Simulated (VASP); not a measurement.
PbSe: equation of state with PBE

The system is PbSe.

```
Pb Se
1.0
     3.78432    0.00000    0.00000
     0.00000    3.78432    0.00000
     0.00000    0.00000    3.78432
Pb Se
1 1
Direct
  0.00000 0.00000 0.00000
  0.50000 0.50000 0.50000
```

Measurements of this composition are mostly on another form, of space group No. 225.

```json
{
 "Program": "VASP 6.6.1",
 "Task": "equation of state",
 "Functional": "PBE",
 "Potentials or basis": "VASP PAW PBE potentials, release 64 (Pb_d, Se)",
 "Cutoff": "520 eV",
 "k mesh": "7 × 7 × 7",
 "Occupations": "fermi-dirac, width 0.05 eV",
 "Spin": "no spin polarisation"
}
```

The equilibrium volume is 27.03 Å³/atom and the bulk modulus is 48 GPa. The pressure derivative of the bulk modulus is 4.8 (rough: it moves with the points fitted).

Energy against volume, from the lowest point:
| volume (Å³/atom) | energy (meV/atom) |
| --- | --- |
| 25.472 | 15.01 |
| 26.014 | 6.07 |
| 26.556 | 1.22 |
| 27.098 | 0.00 |
| 27.640 | 1.96 |
| 28.182 | 6.76 |
| 28.724 | 14.17 |

All runs of the series together: 84 s on 1 thread of Intel(R) Xeon(R) Platinum 8488C (Sapphire Rapids), on a shared host.

The run has no spin-orbit coupling, so splittings on Pb are missing.
